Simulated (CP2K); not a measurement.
## BaTiO3 in CP2K: the effect of functional

BaTiO3:

```
Ba Ti O
1.0
     3.99980    0.00000    0.00000
     0.00000    3.99980    0.00000
     0.00000    0.00000    8.03600
Ba Ti O
2 2 6
Direct
  0.99933 0.00149 0.00206
  0.00067 0.99851 0.49794
  0.48935 0.49786 0.23992
  0.51065 0.50214 0.74208
  0.50279 0.50210 0.01077
  0.49721 0.49790 0.50523
  0.50567 0.00168 0.25810
  0.49433 0.99832 0.75690
  0.00777 0.49971 0.26264
  0.99223 0.50029 0.75236
```

Alike in all runs:

* Program: CP2K 2026.2
* Task: band structure
* Potentials or basis: POTENTIAL_UZH Ba GTH-PBE-q10, Ti GTH-PBE-q12, O GTH-PBE-q6; DZVP-MOLOPT-PBE-GTH basis
* Density cutoff: 11565 eV
* k mesh: 5 × 5 × 3
* Occupations: fermi-dirac, width 0.05 eV
* Spin: no spin polarisation

Question: One run gave: gap on the mesh 2.21 eV; pressure 6.1 GPa. Which functional did it use?
A. M06-L
B. LDA
C. PBE
D. AM05
E. PBEsol

Answer: A.

| functional | gap on the mesh (eV) | pressure (GPa) |
| --- | --- | --- |
| PBE | 2.00 | 5.9 |
| LDA | 1.94 | -3.2 |
| PBEsol | 1.97 | 0.3 |
| optB88-vdW | 2.01 | 4.7 |
| AM05 | 1.97 | 1.2 |
| BLYP | 2.03 | 11.4 |
| M06-L | 2.21 | 6.1 |

Caveats: spin-orbit coupling is left out, which moves the levels of the heavy elements; the mesh misses the band edges, which the band path finds closer together; the basis of atomic orbitals isn't converged, which shifts pressures, moduli and gaps; the potentials were made for another functional, which shifts forces and pressure (some runs).
